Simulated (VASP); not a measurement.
# BaS (Fm-3m) in VASP: notebook

Aim: see how the results for BaS move with the level of theory and the settings. Levels: PBEsol, r2SCAN. Tasks: single point.

Program: VASP 6.6.1. These are calculated values, not measurements. Logs are shortened: lines on timing, memory, paths and dates and some standing lists are left out, and cuts for length are marked.

**Measured values to compare with.**

From a printed reference work, monograph, original work of 1988, for a bulk crystal of BaS at 2 K: band gap 3.806 eV (indirect).

How close the calculation comes is told below.

## (1) Starting point

It takes space group Fm-3m (No. 225, cubic). Conventional cell: a = 6.363 Å, b = 6.363 Å, c = 6.363 Å, α = 90.00°, β = 90.00°, γ = 90.00°. Ba (site symmetry m-3m) has 6 S at 3.18 Å as nearest neighbours. S (site symmetry m-3m) is surrounded by 6 Ba at 3.18 Å.

The cell is a database's computed one.

## (2) Single point, PBEsol

Contents of INCAR:

```
ALGO = Normal
EDIFF = 1E-7
ENCUT = 520
GGA = PS
ISIF = 2
ISMEAR = 0
LASPH = True
LCHARG = True
LELF = True
LREAL = False
LVHAR = True
LWAVE = False
NBANDS = 15
NELM = 100
PREC = Accurate
SIGMA = 0.5
```

Contents of KPOINTS:

```
k-points
0
Gamma
  8 8 8
```

Contents of POSCAR:

```
BaS
1.0
    0.0000000000      3.1813900000      3.1813900000
    3.1813900000      0.0000000000      3.1813900000
    3.1813900000      3.1813900000      0.0000000000
Ba S
1 1
Direct
    0.0000000000      0.0000000000      0.0000000000
    0.5000000000      0.5000000000      0.5000000000
```

Potentials or basis: VASP PAW PBE potentials, release 64 (Ba_sv, S).

Launch:

```sh
$ cat potpaw_PBE.64/Ba_sv/POTCAR potpaw_PBE.64/S/POTCAR > POTCAR
$ mpirun -np 1 vasp_std > vasp.out
```

OUTCAR:

```text
EDIFF = 1E-7
   ENCUT = 520
   GGA = PS
   ISIF = 2
   ISMEAR = 0
   LASPH = True
   LREAL = False
   NELM = 100
   PREC = Accurate

 ion  position               nearest neighbor table
   1  0.000  0.000  0.000-   2 3.18   2 3.18   2 3.18   2 3.18   2 3.18   2 3.18
   2  0.500  0.500  0.500-   1 3.18   1 3.18   1 3.18   1 3.18   1 3.18   1 3.18

  LATTYP: Found a face centered cubic cell.
 ALAT       =     6.3627800000

  Lattice vectors:

 A1 = (   0.0000000000,   3.1813900000,   3.1813900000)
 A2 = (   3.1813900000,   0.0000000000,   3.1813900000)
 A3 = (   3.1813900000,   3.1813900000,   0.0000000000)

Analysis of symmetry for initial positions (statically):
=====================================================================
 Subroutine PRICEL returns:
 Original cell was already a primitive cell.

 Routine SETGRP: Setting up the symmetry group for a
 face centered cubic supercell.

 Subroutine GETGRP returns: Found 48 space group operations
 (whereof 48 operations were pure point group operations)
 out of a pool of 48 trial point group operations.

The static configuration has the point symmetry O_h .

Analysis of symmetry for dynamics (positions and initial velocities):
=====================================================================
 Subroutine PRICEL returns:
 Original cell was already a primitive cell.

 Routine SETGRP: Setting up the symmetry group for a
 face centered cubic supercell.

 Subroutine GETGRP returns: Found 48 space group operations
 (whereof 48 operations were pure point group operations)
 out of a pool of 48 trial point group operations.

The dynamic configuration has the point symmetry O_h .

 Subroutine INISYM returns: Found 48 space group operations
 (whereof 48 operations are pure point group operations),
 and found     1 'primitive' translations

----------------------------------------------------------------------------------------

                                     Primitive cell

  volume of cell :      64.3992

  direct lattice vectors                    reciprocal lattice vectors
     0.000000000  3.181390000  3.181390000    -0.157164007  0.157164007  0.157164007
     3.181390000  0.000000000  3.181390000     0.157164007 -0.157164007  0.157164007
     3.181390000  3.181390000  0.000000000     0.157164007  0.157164007 -0.157164007

  length of vectors
     4.499164885  4.499164885  4.499164885     0.272216045  0.272216045  0.272216045

  position of ions in fractional coordinates (direct lattice)
     0.000000000  0.000000000  0.000000000
     0.500000000  0.500000000  0.500000000

  ion indices of the primitive-cell ions
   primitive index   ion index
                 1           1
                 2           2
[... 88 lines left out ...]
   EFERMI_NEDOS =   21; number of points for ismear=-14 and -15
   IALGO  =     38    algorithm
   IMIX   =      4    mixing-type and parameters
     AMIX     =   0.40;   BMIX     =  1.00
     AMIX_MAG =   1.60;   BMIX_MAG =  1.00
  volume/ion in A,a.u.               =      32.20       217.29
  Fermi-wavevector in a.u.,A,eV,Ry     =   1.029172  1.944853 14.411220  1.059195
  Thomas-Fermi vector in A             =   2.163206
   LORBIT       =      0    0 simple, 1 ext, 2 COOP (PROOUT), +10 PAW based schemes
   GGA     = PS    functional components
   LHFCALC =     F    Hartree Fock is set to
   AEXX    =    0.0000 exact exchange contribution
   IVDW    =     0    specifies the selected vdW correction
   LEPSILON=     F    determine dielectric tensor
   LRPA    =     F    only Hartree local field effects (RPA)
 non-spin polarized calculation
 Gauss-broadening in eV      SIGMA  =   0.50
  energy-cutoff  :      520.00
  volume of cell :       64.40
 maximum number of plane-waves:      1759
 NGX is ok and might be reduce to    36
   NGX = 17   NGY = 17   NGZ = 17

 number of electron      16.0000001 magnetization

 Free energy of the ion-electron system (eV)
  ---------------------------------------------------
  ext. energy  EPLUGINS =         0.00000000
  ---------------------------------------------------
  free energy    TOTEN  =       -10.71932374 eV

  energy without entropy =      -10.71904994  energy(sigma->0) =      -10.71918684

 E-fermi :   2.4761     XC(G=0):  -8.8717

 val. band max:        1.4027639328   @ k =   0.0000   0.0000   0.0000
 cond. band min:       3.3640028765   @ k =   0.5000   0.5000   0.0000
 fundamental gap:      1.9612389437
 Fermi energy:         2.4760875529

 k-point     1 :       0.0000    0.0000    0.0000
  band No.  band energies     occupation
      1     -24.5964      2.00000
      2      -9.6374      2.00000
      3      -9.6374      2.00000
      4      -9.6374      2.00000
      5      -8.9682      2.00000
      6       1.4028      1.99760
      7       1.4028      1.99760
      8       1.4028      1.99760
      9       4.8675      0.00000
     10       5.1874      0.00000
     11       5.1874      0.00000
     12       5.1874      0.00000
     13       6.1534      0.00000
     14       6.1534      0.00000
[... 401 lines left out ...]
      2     -10.6399      2.00000
      3      -9.8471      2.00000
      4      -9.7506      2.00000
      5      -7.9602      2.00000
      6      -0.1429      2.00000
      7       0.5082      2.00000
      8       0.5911      2.00000
      9       6.0029      0.00000
     10       6.2044      0.00000
     11       8.0654      0.00000
     12       8.2872      0.00000
     13       9.2615      0.00000
     14      10.1760      0.00000
     15      10.8543      0.00000

 [... further k-points ...]

------------------------ aborting loop because EDIFF is reached ----------------------------------------

  FORCE on cell =-STRESS in cart. coord.  units (eV):
  Direction    XX          YY          ZZ          XY          YZ          ZX
  --------------------------------------------------------------------------------------
  -------------------------------------------------------------------------------------
  Total       -0.0043358     -0.0043358     -0.0043358      0.0000000     -0.0000000     -0.0000000
  in kB       -0.1078694     -0.1078694     -0.1078694      0.0000000     -0.0000000     -0.0000000
  external PRESSURE =      -0.1078694 kB  Pullay stress =       0.0000000 kB

 VOLUME and BASIS-vectors are now :
 -----------------------------------------------------------------------------
  energy-cutoff  :      520.00
  volume of cell :       64.40
      direct lattice vectors                 reciprocal lattice vectors
     0.000000000  3.181390000  3.181390000    -0.157164007  0.157164007  0.157164007
     3.181390000  0.000000000  3.181390000     0.157164007 -0.157164007  0.157164007
     3.181390000  3.181390000  0.000000000     0.157164007  0.157164007 -0.157164007

 POSITION                                       TOTAL-FORCE (eV/Angst)
 -----------------------------------------------------------------------------------
      0.00000      0.00000      0.00000        -0.000000     -0.000000     -0.000000
      3.18139      3.18139      3.18139         0.000000      0.000000      0.000000
 -----------------------------------------------------------------------------------
    total drift:                                0.000000      0.000000      0.000000

  FREE ENERGIE OF THE ION-ELECTRON SYSTEM (eV)
  ---------------------------------------------------
  free  energy   TOTEN  =       -10.7193237430 eV

  energy  without entropy=      -10.7190499447  energy(sigma->0) =      -10.71918684
```

OSZICAR:

```text
N       E                     dE             d eps       ncg     rms          rms(c)
DAV:   1     0.807370360451E+02    0.80737E+02   -0.68830E+03   870   0.930E+02
DAV:   2    -0.647997425616E+01   -0.87217E+02   -0.79151E+02  1217   0.171E+02
DAV:   3    -0.110633863160E+02   -0.45834E+01   -0.45491E+01  1197   0.400E+01
DAV:   4    -0.111480692991E+02   -0.84683E-01   -0.84667E-01  1116   0.552E+00
DAV:   5    -0.111498222852E+02   -0.17530E-02   -0.17530E-02  1159   0.638E-01    0.467E+00
DAV:   6    -0.107225116171E+02    0.42731E+00   -0.56002E-01   996   0.456E+00    0.321E+00
DAV:   7    -0.107142588708E+02    0.82527E-02   -0.13839E-01  1095   0.208E+00    0.176E+00
DAV:   8    -0.107196043066E+02   -0.53454E-02   -0.20054E-02   954   0.912E-01    0.234E-01
DAV:   9    -0.107188912409E+02    0.71307E-03   -0.28494E-03  1129   0.333E-01    0.111E-01
DAV:  10    -0.107193164814E+02   -0.42524E-03   -0.50988E-04   933   0.155E-01    0.272E-02
DAV:  11    -0.107193228426E+02   -0.63612E-05   -0.47031E-05  1164   0.436E-02    0.701E-03
DAV:  12    -0.107193237950E+02   -0.95243E-06   -0.37934E-06   976   0.119E-02    0.668E-03
DAV:  13    -0.107193237430E+02    0.52030E-07   -0.36710E-07  1093   0.390E-03
   1 F= -.10719324E+02 E0= -.10719187E+02  d E =-.273798E-03
```

It took 35 s on 1 thread of AMD EPYC 7R13 (Zen 3), shared host; peak memory 0.18 GiB.

Results:

```yaml
Free_energy: -10.7193 eV
Pressure: 0.0 GPa
Band_gap_on_the_k_mesh: 1.96 eV, indirect (least direct gap 2.09 eV)
```

Levels at points of the mesh, in eV from the valence-band top:
| k point | band 6 | band 7 | band 8 | band 9 | band 10 | band 11 |
| --- | --- | --- | --- | --- | --- | --- |
| (0.00, 0.00, 0.00) | 0.00 | 0.00 | 0.00 | 3.46 | 3.78 | 3.78 |
| (0.50, 0.00, 0.00) | -2.02 | -1.13 | -1.13 | 5.51 | 5.56 | 6.31 |
| (0.50, 0.50, 0.00) | -0.53 | -0.13 | -0.13 | 1.96 | 5.93 | 5.99 |

Caveat: the PAW data sets were made with another functional, which shifts forces and pressure a little; spin-orbit coupling is left out, which moves the levels of the heavy elements.

(Continued in part 2 of 2.)
